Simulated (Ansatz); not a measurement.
**AlN: energy over volume and cell shape**

Aim: map the energy of AlN (P6_3/mmc, No. 194; 4 atoms in the cell) over two coordinates, and find its wells, ridges and stiffness.

Computed with Ansatz 0.2.0 (DFT PBE, scalar-relativistic, plane waves, PAW, unless a step's input says otherwise).

16 further runs of the same task are left out: 16 set aside as unsound or not needed.

## Step 1: Starting point

It takes space group P6_3/mmc (No. 194, hexagonal). The conventional cell has a = 3.313 Å, b = 3.313 Å, c = 4.188 Å, α = 90.00°, β = 90.00°, γ = 120.00°. Around Al (site symmetry -6m2) lie 5 N at 1.91 to 2.09 Å. Around N (site symmetry -6m2) lie 5 Al at 1.91 to 2.09 Å.

As a file:

```cif
data_structure
_symmetry_space_group_name_H-M 'P6_3/mmc'
_symmetry_Int_Tables_number 194
_cell_length_a 3.3135
_cell_length_b 3.3135
_cell_length_c 4.1876
_cell_angle_alpha 90.000
_cell_angle_beta 90.000
_cell_angle_gamma 120.000
_cell_volume 39.82
loop_
_atom_site_label
_atom_site_type_symbol
_atom_site_symmetry_multiplicity
_atom_site_Wyckoff_symbol
_atom_site_fract_x
_atom_site_fract_y
_atom_site_fract_z
_atom_site_occupancy
Al1 Al 2 d 0.33333 0.66667 0.75000 1
N1 N 2 c 0.33333 0.66667 0.25000 1
```

It goes back to an entry of the Materials Project, which need not be the stable form.

It is the result of an earlier relaxation at this level (volume 9.95 Å³/atom; gap on the mesh: 3.25 eV).

## Step 3: Setting up the map

The energy is mapped over volume and the cell's shape.

The axes are (1) volume per atom: 7 values from 8.76 to 11.15 Å³; (2) c/a of the conventional cell: 7 values from 1.166 to 1.369.

Nothing else is relaxed (symmetry fixes all fractional coordinates). Energies count from the relaxed crystal. Points are written as (first, second).

(The set-up runs are not shown.)

## Step 4: The run at (11.15 Å³, 1.166)

Contents of input.yaml:

```yaml
crystal:
  lattice:
    - [3.5343204319, 0.0, 0.0]
    - [-1.767160216, 3.0608112791, 0.0]
    - [0.0, 0.0, 4.1224313518]
  atoms:
    - { symbol: Al, position: [0.3333333333, 0.6666666667, 0.75] }
    - { symbol: Al, position: [0.6666666667, 0.3333333333, 0.25] }
    - { symbol: "N", position: [0.3333333333, 0.6666666667, 0.25] }
    - { symbol: "N", position: [0.6666666667, 0.3333333333, 0.75] }
basis:
  ecutwfc: 520.0
kpoints:
  mp_grid: { grid: [9, 9, 6] }
hamiltonian:
  xc: pbe
  pseudopotentials: { kind: paw, azcp: { folder: soft_1 } }
scf:
  occupations: { method: gaussian, width: 0.05 }
output:
  forces: true
  stress: true
  eigenvalues: true
```

Launch:

```
> ansatz run input.yaml --threads 1 --pin off --max-ram 2048MiB --backend cpu --events-out ev --progress --plain --runs-dir out
```

Further runs follow: the other points that were computed.

Q: Predict the outcome of this session. Wanted: lowest point; highest computed point; band gap on the k-mesh.

The runs gave:

| quantity | value |
| --- | --- |
| lowest point | (9.95 Å³, 1.264), 0 meV/atom |
| highest computed point | (8.76 Å³, 1.369), 176 meV/atom above the lowest |
| band gap on the k-mesh (eV) | 2.18 at (11.15 Å³, 1.369) to 4.30 at (8.76 Å³, 1.166); 3.25 at the lowest point |
| time for all points | 3.3 min on 1 thread, shared host |

The lowest computed point is at (9.95 Å³, 1.264), which is the relaxed crystal itself. The grid shows no other well, apart from its symmetry copies. The highest computed point, (8.76 Å³, 1.369), lies 176 meV/atom above the lowest. Round the minimum the valley is somewhat tilted: raising volume per atom shifts the best value of c/a of the conventional cell upwards (coupling k₁₂/√(k₁₁k₂₂) about −0.2).

These are semilocal Kohn-Sham gaps, which aren't the measured quantity. Such gaps usually fall short of the measured ones.
